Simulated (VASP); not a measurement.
# BP: self-consistent run

BP, F-43m (no. 216), 2 atoms in the cell. BLYP; PAW potentials P, B (PBE set).

## Input

INCAR:
```
SYSTEM = BP
  PREC = Accurate
  ENCUT = 520
  EDIFF = 1E-7
  ISMEAR = 0
  SIGMA = 0.02
  LREAL = .FALSE.
  LASPH = .TRUE.
  ALGO = Normal
  NELM = 100
  ISIF = 2
  LWAVE = .FALSE.
  LCHARG = .FALSE.
  GGA = B5
  ALDAX = 1.0
  AGGAX = 1.0
  AGGAC = 1.0
  ALDAC = 0.0
  GGA_COMPAT = .FALSE.
```

KPOINTS:
```
k-points
0
Gamma
  8 8 8
```

POSCAR:
```
BP
1.0
    0.0000000000      2.2690000000      2.2690000000
    2.2690000000      0.0000000000      2.2690000000
    2.2690000000      2.2690000000      0.0000000000
P B
1 1
Direct
    0.7500000000      0.7500000000      0.7500000000
    0.0000000000      0.0000000000      0.0000000000
```

Commands:
```
cat potpaw_PBE.64/P/POTCAR potpaw_PBE.64/B/POTCAR > POTCAR
mpirun -np 1 vasp_std > vasp.out
```

## Result

- Pressure (GPa): 5.88
- Gap on the mesh (eV): 1.561
- Fermi level (eV): 7.867

Levels at the zone centre (eV from the valence top there):

| 1 | 2 | 3 |
|---|---|---|
| 0.000 | 0.000 | 3.581 |

VASP 6.6.1 took 9.2 s on 1 core (AMD EPYC 9R45 (Zen 5)), a shared host.
